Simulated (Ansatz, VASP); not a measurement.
## BN in VASP and in Ansatz

```xyz
4
Lattice="2.5040 0.0000 0.0000 -1.2520 2.1685 0.0000 0.0000 0.0000 6.5280" Properties=species:S:1:pos:R:3 pbc="T T T"
B     0.0000    1.4457    1.6320
B     1.2520    0.7228    4.8960
N     0.0000    1.4457    4.8960
N     1.2520    0.7228    1.6320
```

Change from the starting cell: zz strain of -2 %, crystal datasets.

Alike in both runs: task electric field gradients; functional PBE; k mesh 11 × 11 × 4; occupations fermi-dirac, width 0.02 eV; no spin polarisation.

```csv
,VASP,Ansatz
version,VASP 6.6.1,Ansatz 0.2.0
potentials or method,"VASP PAW PBE potentials, release 64 (B, N), cutoff 520 eV","all-electron PAW with datasets made for the crystal, scalar-relativistic"
```

```tsv
	VASP	Ansatz	Ansatz less VASP
gap on the k mesh at the Fermi level (eV)	4.30	4.30	0.000
pressure (GPa)	3.7	3.6	-0.11
largest component of the traceless stress (GPa)	0.27	0.00	-0.266
Vzz of the field gradient on the site that differs most (V/Å²)	35.1	29.1	-6.09
```

Ansatz ran all-electron here, so the differences hold the error of VASP's frozen core and of both bases.

Caveats: an odd mesh through Γ misses points on the zone boundary, where band edges often lie; this functional lacks dispersion, which binds the layers, so the pressure and a relaxed spacing across them are unreliable.
